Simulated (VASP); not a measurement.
# HfB2: single point with LDA+U

Crystal: HfB2.

```
Hf B
1.0
     3.14000    0.00000    0.00000
    -1.57000    2.71932    0.00000
     0.00000    0.00000    3.48000
Hf B
1 2
Direct
  0.00000 0.00000 0.00000
  0.66667 0.33333 0.50000
  0.33333 0.66667 0.50000
```

* Program: VASP 6.6.1
* Task: single point
* Functional: LDA
* Potentials or basis: VASP PAW LDA potentials, release 64 (Hf_pv, B)
* Cutoff: 520 eV
* k mesh: 10 × 10 × 8
* Occupations: fermi-dirac, width 0.05 eV
* Spin: no spin polarisation
* Hubbard terms: Hf d U = 6 eV
* Further INCAR settings: ALGO = Fast; EDIFF = 1e-07; NBANDS = 15

```
Pressure               : 7.9 GPa
Band gap on the k mesh : none (metal or under the smearing width)
```

Stress tensor (GPa, compression positive):
```
 5.84  0.00  0.00
 0.00  5.84  0.00
 0.00  0.00 11.88
```

Levels at points of the mesh, in eV from the Fermi level:
```
           k point  band 4  band 5  band 6  band 7  band 8  band 9  band 10  band 11  band 12  band 13
(0.00, 0.00, 0.00)  -14.12   -3.28   -2.99   -2.99   -2.94    4.52     4.52     4.53     4.60     4.80
(0.50, 0.00, 0.00)  -10.07   -9.35   -4.10   -3.81   -2.70    1.61     3.17     5.58     5.66     6.11
(0.00, 0.00, 0.50)  -11.63   -8.99   -1.55   -1.55    0.50    0.50     1.32     1.32     2.60     4.52
(0.50, 0.00, 0.50)  -10.36   -7.85   -5.07   -4.86   -3.26    3.59     4.45     6.73     7.54     7.67
```

Eigenvalues of the final occupation matrices:
```csv
site,spin,trace,eigenvalues
site 1 d,1,0.85,0.15 0.17 0.17 0.18 0.18
site 1 d,2,0.85,0.15 0.17 0.17 0.18 0.18
```

Run time: 16 s on 1 thread of Intel(R) Xeon(R) Platinum 8488C (Sapphire Rapids), on a shared host, peak memory 0.15 GiB.

Caveat: U without spin polarisation on a metal has little footing; the U is typed as a test and isn't derived for this compound. The run has no spin-orbit coupling, so splittings on Hf are missing.
